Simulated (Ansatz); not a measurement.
# ZrS$_{2}$ under compression and expansion

```
Zr S
1.0
     3.63000    0.00000    0.00000
    -1.81500    3.14367    0.00000
     0.00000    0.00000    5.85000
Zr S
1 2
Direct
  0.00000 0.00000 0.00000
  0.33333 0.66667 0.24920
  0.66667 0.33333 0.75080
```

The cell is COD entry 5910006, as deposited and not checked against the literature; nothing was relaxed.

Levels of theory: DFT, PBEsol, all-electron LAPW, scalar-relativistic (Ansatz 0.2.0); DFT, PBEsol, PAW with Ansatz's default frozen-core files, scalar-relativistic (Ansatz 0.2.0).

For LAPW: a Γ-centred 10×10×5 k mesh, Fermi–Dirac smearing of 0.01 eV, basis error target 1 meV/atom, no spin polarisation. PAW takes a cutoff of 420 eV at this cell (files made with PBE, cores remade for this functional). The Ansatz runs share mesh, smearing and spin set-up. Plane-wave (PAW) pressures include the program's estimate of the Pulay term.

The cell above is scaled evenly, with fractional coordinates and shape held.

```csv
V/V(cell),V (Å³/atom),"P, LAPW (GPa)","P, PAW (GPa)","gap on the k mesh, LAPW (eV)","free energy over the lowest listed, PAW (meV/atom)"
0.9400,20.917,6.43,6.41,0.70,23.7
0.9600,21.362,3.93,3.91,0.72,9.4
0.9800,21.807,1.68,1.65,0.74,1.7
0.9900,22.030,0.63,0.61,0.75,0.1
1.0000,22.252,-0.36,-0.38,0.76,0.0
1.0100,22.475,-1.31,-1.33,0.77,1.2
1.0200,22.698,-2.20,-2.22,0.78,3.7
1.0400,23.143,-3.87,-3.89,0.80,12.2
1.0600,23.588,-5.37,-5.39,0.81,25.1
```

**Question.** What do Birch–Murnaghan fits to the pressures give?

**Answer.** LAPW: V0 = 22.17 Å³/atom, B0 = 98 GPa, B0′ = 4.1; PAW: V0 = 22.17 Å³/atom, B0 = 98 GPa, B0′ = 4.1.

PAW's V0 lies -0.02 % from the all-electron value and its B0 0.1 %. With shape and internal coordinates held, B0 is an upper bound to the relaxed modulus.
